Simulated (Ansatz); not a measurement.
ZnS (wurtzite), relaxed with r2SCAN in the PAW code Ansatz: the symmetry is P6_3mc (No. 186, hexagonal); conventional cell a = 3.805 Å, c = 6.244 Å, 19.58 Å³ an atom. Zn is surrounded by 4 S at 2.33–2.34 Å; S is surrounded by 4 Zn at 2.33–2.34 Å. It was then strained (epitaxial in the xy plane), atoms relaxed again within the symmetry left. Unstrained, HSE06 gives 3.444 eV (Γ, 6×6×4 mesh), and the band edges keep their places in every row. The normal direction was relaxed to zero stress. Stress is positive in compression. Spin-unpolarised throughout; all numbers are computed.

Axes as in this cell:
```
CELL_PARAMETERS angstrom
3.80545 0.00000 0.00000
-1.90273 3.29562 0.00000
0.00000 0.00000 6.24399
ATOMIC_POSITIONS crystal
Zn 0.33333 0.66667 0.00034
Zn 0.66667 0.33333 0.50034
S 0.33333 0.66667 0.37466
S 0.66667 0.33333 0.87466
```

```
strain (%)        ε  ΔE_g, HSE06 (eV)  Δσ_xx, r2SCAN (GPa)
      -1.0  -0.0100            +0.008                +1.62
      +0.5  +0.0050            -0.014                -0.81
      +2.0  +0.0200            -0.131                -3.04
```

Question: Fit ΔE_g = a x + b x² to these rows by least squares, with x = ε.

Answer: The normal equations take Σx² = 5.250e-04, Σx³ = 7.125e-06, Σx⁴ = 1.706e-07, ΣxΔE = -2.770e-03 and Σx²ΔE = -5.195e-05, and give a = -2.64 eV, b = -194.2 eV; the largest residual is 0.004 eV.

Question: Fit the change of σ_xx in the same way.

Answer: Δσ_xx = -159.1 x + (348) x² GPa. The slope, 159 GPa, is the biaxial modulus of the film.

Question: Predict the withheld row at -0.35 % (x = -0.0035).

Answer: ΔE_g ≈ -2.64 × (-0.0035) + (-194.2) × (-0.0035)² = +0.007 eV, and Δσ_xx ≈ +0.56 GPa. The runs give +0.003 eV and +0.55 GPa, off by -0.004 eV and -0.01 GPa.
